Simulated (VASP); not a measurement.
The system is HfO2.

```
CELL_PARAMETERS angstrom
5.11800 0.00000 0.00000
0.00000 5.18570 0.00000
-0.85866 0.00000 5.21387
ATOMIC_POSITIONS crystal
Hf 0.27550 0.03970 0.20800
Hf 0.72450 0.53970 0.29200
Hf 0.72450 0.96030 0.79200
Hf 0.27550 0.46030 0.70800
O 0.44870 0.75810 0.48010
O 0.55130 0.25810 0.01990
O 0.55130 0.24190 0.51990
O 0.44870 0.74190 0.98010
O 0.07420 0.33160 0.34670
O 0.92580 0.83160 0.15330
O 0.92580 0.66840 0.65330
O 0.07420 0.16840 0.84670
```

- Program: VASP 6.6.1
- Task: relaxation of cell and atoms
- Functional: PBEsol
- Potentials or basis: VASP PAW PBE potentials, release 64 (Hf_pv, O)
- Cutoff: 600 eV
- k mesh: 6 × 6 × 6
- Occupations: gaussian, width 0.03 eV
- Spin: no spin polarisation

At the start: pressure -4.8 GPa; volume 11.53 Å³/atom.

**Question.** Where does the relaxation end?

**Answer.** Over 32 steps the energy falls by 6.3 meV/atom and the volume is 11.27 Å³/atom (-2.3 %); space group P2_1/c (No. 14, to 0.05 Å).

The path:
```tsv
step	energy change (eV)	largest force (eV/Å)	pressure (GPa)	volume (Å³)
1	0.0000	0.4314	-4.81	138.38
2	0.0327	0.2186	8.20	131.56
3	-0.0579	0.2858	0.68	135.29
4	-0.0678	0.2192	-0.14	135.50
5	-0.0680	0.1805	-0.03	135.47
6	-0.0722	0.0744	-0.03	135.51
7	-0.0722	0.0831	-0.03	135.51
8	-0.0737	0.0185	-0.02	135.48
9	-0.0738	0.0228	-0.01	135.48
10	-0.0740	0.0172	0.04	135.46
11	-0.0740	0.0201	0.06	135.45
12	-0.0741	0.0176	-0.08	135.52
13	-0.0741	0.0167	-0.15	135.55
14	-0.0742	0.0144	-0.10	135.52
15	-0.0743	0.0215	0.03	135.44
16	-0.0744	0.0160	0.03	135.43
17	-0.0746	0.0219	0.02	135.39
18	-0.0745	0.0699	-0.01	135.31
19	-0.0746	0.0421	0.00	135.36
20	-0.0747	0.0344	0.01	135.35
21	-0.0748	0.0207	0.03	135.32
22	-0.0748	0.0406	0.07	135.26
23	-0.0749	0.0215	0.04	135.29
24	-0.0749	0.0181	0.02	135.30
25	-0.0751	0.0151	-0.07	135.33
26	-0.0752	0.0118	-0.24	135.40
27	-0.0752	0.0106	-0.19	135.37
28	-0.0753	0.0114	-0.08	135.29
29	-0.0753	0.0135	-0.04	135.27
30	-0.0753	0.0123	-0.04	135.28
31	-0.0753	0.0104	-0.05	135.27
32	-0.0753	0.0051	-0.01	135.25
```

Final structure:
```
CELL_PARAMETERS angstrom
5.07488 0.00000 -0.01241
0.00000 5.15625 0.00000
-0.86415 0.00000 5.17090
ATOMIC_POSITIONS crystal
Hf 0.27735 0.04275 0.20767
Hf 0.72266 0.54275 0.29233
Hf 0.72265 0.95725 0.79233
Hf 0.27735 0.45725 0.70767
O 0.44694 0.75833 0.48096
O 0.55306 0.25833 0.01904
O 0.55306 0.24167 0.51904
O 0.44694 0.74167 0.98096
O 0.07163 0.33814 0.34011
O 0.92837 0.83814 0.15989
O 0.92837 0.66186 0.65989
O 0.07163 0.16186 0.84011
```

Caveat: the PAW data sets were made with another functional, which shifts forces and pressure a little.
